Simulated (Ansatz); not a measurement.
# Hf/BP/Hf: current against voltage, part 2 of 4

What current flows through Hf/BP/Hf, and is the curve linear and symmetric? Both electrodes are Hf hcp(0001); the barrier is BP zinc blende(111) (whole bilayers). In the first transport cell, after relaxation, the nearest pair of electrode and barrier is Hf–P at 2.68 Å, along the normal, at the lower face and Hf–B at 2.43 Å, along the normal, at the upper one. All share a net of side 3.2 Å, which strains the lower electrode by +0.0 % and the barrier by -0.5 %, against typed lattice constants near PBE's. The first steps treat the bulk electrodes alone.

Ansatz 0.2.0; PBE DFT, plane waves, PAW files (the session's first sound run).

So far: The starting structure; Layer spacing of the electrode.

**3. Relaxing the interfaces**

System of this step: Hf/BP/Hf. The cell holds 14 atoms: 8 Hf, 3 P and 3 B. Its edges and angles: a = 3.200 Å, b = 3.200 Å, c = 42.593 Å, α = 90.0°, β = 90.0°, γ = 120.0°. Vacuum lies along c.

The starting distances are typed guesses, too rough for a quantity that is exponential in distance. A short slab in vacuum serves: only the barrier and the layers next to it are taken over, and later cells can add or drop layers in the barrier's middle. The dipole correction removes the field that unlike faces would set up across the vacuum.

File input.yaml:

```yaml
crystal:
  lattice:
    - [3.2, 0.0, 0.0]
    - [-1.6, 2.7712812921, 0.0]
    - [0.0, 0.0, 42.5929169795]
  atoms:
    - { symbol: Hf, position: [0.33333333, 0.66666667, 0.1878246565] }
    - { symbol: Hf, position: [0.0, 0.0, 0.2471068137] }
    - { symbol: Hf, position: [0.33333333, 0.66666667, 0.3063889709] }
    - { symbol: Hf, position: [0.0, 0.0, 0.3656711281] }
    - { symbol: P, position: [0.0, 0.0, 0.4330532236] }
    - { symbol: B, position: [0.33333333, 0.66666667, 0.4485302804] }
    - { symbol: P, position: [0.33333333, 0.66666667, 0.494961451] }
    - { symbol: B, position: [0.66666667, 0.33333333, 0.5104385079] }
    - { symbol: P, position: [0.66666667, 0.33333333, 0.5568696784] }
    - { symbol: B, position: [0.0, 0.0, 0.5723467353] }
    - { symbol: Hf, position: [0.0, 0.0, 0.6343288719] }
    - { symbol: Hf, position: [0.33333333, 0.66666667, 0.6936110291] }
    - { symbol: Hf, position: [0.0, 0.0, 0.7528931863] }
    - { symbol: Hf, position: [0.33333333, 0.66666667, 0.8121753435] }
kpoints:
  mp_grid: { grid: [8, 8, 1] }
scf:
  occupations: { method: fermi_dirac, width: 0.1 }
  max_iter: 150
hamiltonian:
  xc: pbe
efield:
  axis: 3
  dipole_correction: true
relax:
  f_tol: 0.04
  max_steps: 60
output:
  forces: true
```

Started as:

```
> ansatz run input.yaml --threads 4 --pin off --max-ram 16384MiB --backend cpu --events-out ev --progress --plain --runs-dir out
```

Numbers of over 12 decimals in the logs are rounded to 6 here.

The log of the run:

```text
[...]
Crystal: 14 atoms, lattice volume = 377.718 Å³
Basis set: ecut = 420 eV, 7511 PW (Γ), exchange–correlation on 48×48×576 points (8 copies of the dense FFT grid, shifted against one another)
Bands: 140, of which v1, the nominal top of the filled ones, is band 116 counted from 1 (115 counted from 0)
Symmetry: 6 space group operations
[...]
k-points: 10 of 64 (time reversal used)
[...]
SCF iter   1: F=—  HF=-128504.420359 eV  |F-HF|=—  |Δ(HF+E_count)|=         —  Δρ=9.25e-3  dr2=4.57e1  ethr=1.77e-3  p=-0.018 e·Å  D=-8.55e-3 V/Å  ΔV_dip=0.36 eV  dr2_dipole=6.63e1  V_vac-E_F(+/−)=4.63/4.26 eV  ⟨swp⟩=6.8  Hψ=5325  notcnv=0  defer=6
efield: sawtooth ramp at fractional position 0.9500 (placed from the atoms, in the widest stretch of the axis that holds none; the zero of the levels goes with the place), width 0.1000; the density the first Hamiltonian is built on has a dipole p = -0.018 e·Å; the dipole correction subtracts the counter field D = -8.55e-3 V/Å, which shifts the + side's vacuum level by +0.36 eV against the − side's; the planar-averaged density in the ramp window peaks in size at 9.8e-5 e/Å³
[...]
SCF iter   2: F=—  HF=-128504.205986 eV  |F-HF|=—  |Δ(HF+E_count)|=   2.14e-1  Δρ=2.85e-3  dr2=5.37e-1  ethr=1.77e-3  p=0.004 e·Å  D=1.89e-3 V/Å  ΔV_dip=-0.08 eV  dr2_dipole=6.56e-1  V_vac-E_F(+/−)=4.27/4.35 eV  ⟨swp⟩=2.0  Hψ=1759  notcnv=0  defer=22
[...]
SCF iter   6: F=-128504.194143 eV  HF=-128504.194166 eV  |F-HF|=2.26e-5  |Δ(HF+E_count)|=   3.53e-5  Δρ=6.35e-5  dr2=2.81e-5  ethr=1.72e-8  p=0.000 e·Å  D=3.72e-5 V/Å  ΔV_dip=-0.00 eV  dr2_dipole=2.01e-6  V_vac-E_F(+/−)=4.34/4.34 eV  ⟨swp⟩=5.0  Hψ=7582  notcnv=0
WARN: efield: at this solve's end the planar-averaged density reaches 3.50e-5 e/Å³ inside the ramp window [0.9265, 0.0735] (bound 1e-5 e/Å³); the window's nearer edge stands 4.87 Å from this solve's nearest atom along the axis. Its work functions, free energy, forces, stress, dipole, levels and responses can be off, and this figure does not tell by how much. A short vacuum, a low `basis.ecutwfc` or `basis.ecutrho_ratio` and negative occupations (`scf.occupations.method`) can put density there. See the manual's quickstart, § The vacuum guard
SCF 1 converged in 6 iterations: F = -128504.194143 eV  dr2 = 2.81e-5
[...]
relax step   1: F+E_penalty+E_count = -128504.19414299 eV  Δ(F+E_penalty+E_count) = +0.000e0 eV  max|allowed force component| = 1.136e0 eV/Å  Δτ_max = 0.0000 Å  (6 SCF iters, dr2 threshold 4.00e-5 eV, accepted)
[...]
SCF iter   1: F=—  HF=-128504.714678 eV  |F-HF|=—  |Δ(HF+E_count)|=         —  Δρ=1.29e-2  dr2=5.79e0  ethr=2.49e-3  p=0.000 e·Å  D=3.72e-5 V/Å  ΔV_dip=-0.00 eV  dr2_dipole=2.82e-2  V_vac-E_F(+/−)=4.35/4.35 eV  ⟨swp⟩=1.0  Hψ=4542  notcnv=0  defer=16
efield: sawtooth ramp at fractional position 0.9500 (handed on by an earlier solve), width 0.1000; the density the first Hamiltonian is built on has a dipole p = 0.000 e·Å; the dipole correction subtracts the counter field D = 3.72e-5 V/Å, which shifts the + side's vacuum level by -0.00 eV against the − side's; the planar-averaged density in the ramp window peaks in size at 2.5e-5 e/Å³
[...]
SCF iter   2: F=—  HF=-128504.439881 eV  |F-HF|=—  |Δ(HF+E_count)|=   2.75e-1  Δρ=5.32e-3  dr2=6.93e-1  ethr=2.49e-3  p=-0.000 e·Å  D=-6.25e-5 V/Å  ΔV_dip=0.00 eV  dr2_dipole=1.84e-3  V_vac-E_F(+/−)=4.23/4.23 eV  ⟨swp⟩=2.6  Hψ=1702  notcnv=0  defer=16
[...]
SCF iter   7: F=-128504.400294 eV  HF=-128504.400319 eV  |F-HF|=2.47e-5  |Δ(HF+E_count)|=   2.68e-6  Δρ=4.79e-5  dr2=2.84e-5  ethr=3.47e-8  p=-0.000 e·Å  D=-2.13e-4 V/Å  ΔV_dip=0.01 eV  dr2_dipole=3.21e-6  V_vac-E_F(+/−)=4.30/4.29 eV  ⟨swp⟩=4.5  Hψ=6740  notcnv=0
[...]
SCF 2 converged in 7 iterations: F = -128504.400294 eV  dr2 = 2.84e-5
[...]
relax step   2: F+E_penalty+E_count = -128504.40029445 eV  Δ(F+E_penalty+E_count) = -2.062e-1 eV  max|allowed force component| = 5.903e-1 eV/Å  Δτ_max = 0.1947 Å  (7 SCF iters, dr2 threshold 8.06e-5 eV, accepted)
SCF iter   1: F=—  HF=-128504.640874 eV  |F-HF|=—  |Δ(HF+E_count)|=         —  Δρ=9.34e-3  dr2=1.06e1  ethr=3.10e-3  p=-0.000 e·Å  D=-2.13e-4 V/Å  ΔV_dip=0.01 eV  dr2_dipole=3.41e-2  V_vac-E_F(+/−)=4.29/4.28 eV  ⟨swp⟩=3.9  Hψ=2771  notcnv=0  defer=10
[...]
SCF iter   7: F=-128504.493910 eV  HF=-128504.493914 eV  |F-HF|=3.49e-6  |Δ(HF+E_count)|=   5.10e-6  Δρ=2.63e-5  dr2=9.54e-6  ethr=9.39e-9  p=-0.000 e·Å  D=-1.32e-6 V/Å  ΔV_dip=0.00 eV  dr2_dipole=7.27e-7  V_vac-E_F(+/−)=4.32/4.32 eV  ⟨swp⟩=5.3  Hψ=5674  notcnv=0
[...]
SCF 3 converged in 7 iterations: F = -128504.493910 eV  dr2 = 9.54e-6
[...]
relax step   3: F+E_penalty+E_count = -128504.49391041 eV  Δ(F+E_penalty+E_count) = -9.362e-2 eV  max|allowed force component| = 3.158e-1 eV/Å  Δτ_max = 0.1901 Å  (7 SCF iters, dr2 threshold 2.18e-5 eV, accepted)
[...]
relax step   4: F+E_penalty+E_count = -128504.49930056 eV  Δ(F+E_penalty+E_count) = -5.390e-3 eV  max|allowed force component| = 2.693e-1 eV/Å  Δτ_max = 0.0891 Å  (7 SCF iters, dr2 threshold 2.70e-5 eV, accepted)
[...]
relax step   5: F+E_penalty+E_count = -128504.50633811 eV  Δ(F+E_penalty+E_count) = -7.038e-3 eV  max|allowed force component| = 2.415e-2 eV/Å  Δτ_max = 0.0142 Å  (5 SCF iters, dr2 threshold 2.08e-5 eV, accepted)
[...]
SCF iter   5: F=-128504.506354 eV  HF=-128504.506354 eV  |F-HF|=1.52e-8  |Δ(HF+E_count)|=   1.93e-8  Δρ=7.93e-7  dr2=1.60e-8  ethr=4.31e-11  p=-0.000 e·Å  D=-2.68e-5 V/Å  ΔV_dip=0.00 eV  dr2_dipole=3.96e-9  V_vac-E_F(+/−)=4.32/4.32 eV  ⟨swp⟩=5.5  Hψ=5267  notcnv=0
[...]
SCF 6 converged in 5 iterations: F = -128504.506354 eV  dr2 = 1.60e-8
relax step   6: F+E_penalty+E_count = -128504.50635371 eV  Δ(F+E_penalty+E_count) = -1.560e-5 eV  max|allowed force component| = 2.429e-2 eV/Å  Δτ_max = 0.0000 Å  (5 SCF iters, accepted)
SCF converged after 5 iterations
Free energy (F): -128504.506354 eV
[...]
Internal energy: -128504.114688 eV  (E = F + TS)
E sigma→0 (E₀):  -128504.310521 eV
Entropy (-TS):   -0.391666 eV (-27.976 meV/atom)
Fermi energy:    9.734920 eV
Dipole field:    D = -0.000088 V/Å  (p = -0.000185 e·Å, saw-weighted, corrected)
Work function:   Φ+ = 4.3236 eV   Φ− = 4.3199 eV
Levels:          The Fermi level and band energies are counted from a zero that moves with the ramp; work functions are not
Vacuum region:   at the solve's end the planar-averaged density reaches 1.80e-5 e/Å³ inside the ramp window [0.9265, 0.0735] (bound 1e-5 e/Å³)
[...]
--- Forces (eV/Å), atoms counted from 1 ---
  atom   1  Hf    -0.00000000     0.00000000     0.00206866
  atom   2  Hf     0.00000000    -0.00000000     0.00317394
  atom   3  Hf     0.00000000     0.00000000    -0.01423735
  atom   4  Hf     0.00000000    -0.00000000     0.01177551
  atom   5  P      0.00000000    -0.00000000     0.01679969
  atom   6  B      0.00000000     0.00000000    -0.02332238
  atom   7  P      0.00000000    -0.00000000     0.02410800
  atom   8  B      0.00000000     0.00000000    -0.00744092
  atom   9  P     -0.00000000    -0.00000000    -0.01421931
  atom  10  B      0.00000000     0.00000000    -0.00194125
  atom  11  Hf     0.00000000    -0.00000000    -0.00594883
  atom  12  Hf     0.00000000     0.00000000     0.02428713
  atom  13  Hf     0.00000000    -0.00000000    -0.01149625
  atom  14  Hf     0.00000000     0.00000000    -0.00363164
  max |Σ_I F_I| component: 2.50e-5 eV/Å
--- Relaxed structure (6 steps of the walk, 6 accepted, 0 SCFs on fresh bases) ---
  F+E_penalty+E_count = -128504.50635371 eV   max|allowed force component| = 2.429e-2 eV/Å
  atoms:
    - { symbol: Hf, position: [0.333333, 0.666667, 0.194671] }
    - { symbol: Hf, position: [-5.815453943436421e-17, 4.531522560041206e-17, 0.250743] }
    - { symbol: Hf, position: [0.333333, 0.666667, 0.312245] }
    - { symbol: Hf, position: [-5.815453943436421e-17, 4.531522560041206e-17, 0.371017] }
    - { symbol: P, position: [-5.81545394343642e-17, 4.5315225600412086e-17, 0.433918] }
    - { symbol: B, position: [0.333333, 0.666667, 0.449390] }
    - { symbol: P, position: [0.333333, 0.666667, 0.496039] }
    - { symbol: B, position: [0.666667, 0.333333, 0.510821] }
    - { symbol: P, position: [0.666667, 0.333333, 0.558369] }
    - { symbol: B, position: [-5.81545394343642e-17, 4.531522560041208e-17, 0.571228] }
    - { symbol: Hf, position: [-5.81545394343642e-17, 4.531522560041208e-17, 0.628204] }
    - { symbol: Hf, position: [0.333333, 0.666667, 0.686837] }
    - { symbol: Hf, position: [-5.815453943436421e-17, 4.531522560041206e-17, 0.748289] }
    - { symbol: Hf, position: [0.333333, 0.666667, 0.804429] }
```

The job ended after 58 s (4 threads of Arm Neoverse V2, shared host; peak memory 1.4 GiB; 3.8 min of CPU time).

The steps of the relaxation:

```tsv
step	energy less that of the first step (eV)	largest force component (eV/Å)
1	0.0000	1.1356
2	-0.2062	0.5903
3	-0.2998	0.3158
4	-0.3052	0.2693
5	-0.3122	0.0241
6	-0.3122	0.0243
```

Forces are held to the 6 operations that the run works with; a distortion that breaks them can't arise in this run.

The atoms that moved most (Å):

```tsv
atom	dx	dy	dz	length
Hf14	0.000	0.000	-0.330	0.330
Hf1	0.000	0.000	0.292	0.292
Hf12	0.000	0.000	-0.289	0.289
Hf11	0.000	0.000	-0.261	0.261
Hf3	0.000	0.000	0.249	0.249
Hf4	0.000	0.000	0.228	0.228
Hf13	0.000	0.000	-0.196	0.196
Hf2	0.000	0.000	0.155	0.155
```

Numbers from this step:

```yaml
free_energy: -128504.5064 eV
fermi_energy: 9.735 eV
```

The largest force component on a free atom ends at 0.024 eV/Å. At one or more of this run's solves the program warned of density in the dipole ramp over its bound, where dipole, forces and levels can be off.

[end of part 2 of 4]

[Logs are printed without paths, hosts, clocks, repeated set-up lines and the standing remarks that a program may print on its own settings, such as how far it seeks lower states.]

[Hosts, paths, dates, database ids (printed as entryN), source tags and the programs' standing remarks are cut or masked in the printed files.]
